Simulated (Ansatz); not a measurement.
Si₃N₄ — electric field gradients

The cell is a structure deposited in the COD, ions relaxed with PBE at fixed cell.

```cif
data_Si3N4
_symmetry_space_group_name_H-M 'P6_3/m'
_symmetry_Int_Tables_number 176
_cell_length_a 7.5950
_cell_length_b 7.5950
_cell_length_c 2.9023
_cell_angle_alpha 90.000
_cell_angle_beta 90.000
_cell_angle_gamma 120.000
loop_
_atom_site_label
_atom_site_type_symbol
_atom_site_symmetry_multiplicity
_atom_site_Wyckoff_symbol
_atom_site_fract_x
_atom_site_fract_y
_atom_site_fract_z
Si Si 6 h 0.7673 0.1736 0.2500
N7 N 6 h 0.0294 0.3297 0.2500
N13 N 2 d 0.3333 0.6667 0.7499
```

One atom of each set is listed.

Level of theory: DFT, PBE, plane waves and PAW, scalar-relativistic, 420 eV cutoff, Γ-centred 4×4×10 k-points, Fermi–Dirac smearing 0.02 eV (Ansatz 0.2.0).

V_zz is the principal component of the electric field gradient with the largest magnitude, η = (V_xx − V_yy)/V_zz and C_Q = eQV_zz/h.

14N: I = 1, Q = 20.44 mb. Q values from Pyykkö, Mol. Phys. 116, 1328 (2018).

Q: What field gradients does the calculation give at each kind of site?

A: 

```tsv
site	atoms	first shell	V_zz (10²¹ V/m²)	η	C_Q (MHz)
Si	6	4 N at 1.73 Å	0.99	0.42	–
N7	6	3 Si at 1.73 Å	-4.90	0.07	-2.42
N13	2	3 Si at 1.73 Å	-4.83	0.00	-2.39
```

An axis of threefold or higher order runs through N13, so V_zz lies along it and η is zero. At N7 V_zz stands upright on the plane through its three neighbours (within 3°).

Si has no stable isotope with a ground-state quadrupole moment in the table, so no C_Q is given.

At this cell the PBE pressure is 6 GPa, so with PBE the cell would grow if it were relaxed.
